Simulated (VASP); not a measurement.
**ZnCu: band structure with PBE+rVV10**

Crystal: ZnCu.

```xyz
2
Lattice="2.9450 0.0000 0.0000 0.0000 2.9450 0.0000 0.0000 0.0000 2.9450" Properties=species:S:1:pos:R:3 pbc="T T T"
Zn    1.4725    1.4725    1.4725
Cu    0.0000    0.0000    0.0000
```

```yaml
Program: VASP 6.6.1
Task: band structure
Functional: PBE
Dispersion: rVV10
Potentials_or_basis: VASP PAW PBE potentials, release 64 (Zn, Cu)
Cutoff: 520 eV
k_mesh: 9 × 9 × 9
Occupations: methfessel-paxton, width 0.1 eV
Spin: no spin polarisation
Further_INCAR_settings: ALGO = Fast; EDIFF = 1e-05; NBANDS = 24
```

```
Pressure                : 0.0 GPa
Band gap along the path : none (metal or under the smearing width)
```

Levels at the corners of the path, in eV from the Fermi level:
```tsv
point	band 9	band 10	band 11	band 12	band 13	band 14
Γ	-2.83	-2.83	-2.83	6.11	6.11	6.11
X	-3.38	-3.38	-2.90	-2.11	11.60	11.60
X	-3.38	-3.38	-2.90	-2.11	11.60	11.60
M	-2.98	-2.59	-2.01	-2.01	1.65	2.00
M	-2.98	-2.59	-2.01	-2.01	1.65	2.00
Γ	-2.83	-2.83	-2.83	6.11	6.11	6.11
Γ	-2.83	-2.83	-2.83	6.11	6.11	6.11
R	-2.57	-2.57	3.75	4.22	4.22	4.22
R	-2.57	-2.57	3.75	4.22	4.22	4.22
X	-3.38	-3.38	-2.90	-2.11	11.60	11.60
M	-2.98	-2.59	-2.01	-2.01	1.65	2.00
R	-2.57	-2.57	3.75	4.22	4.22	4.22
```

Wall time 19 s on 1 thread of Intel(R) Xeon(R) 6975P-C (Granite Rapids), with other jobs on the host, peak memory 0.22 GiB.
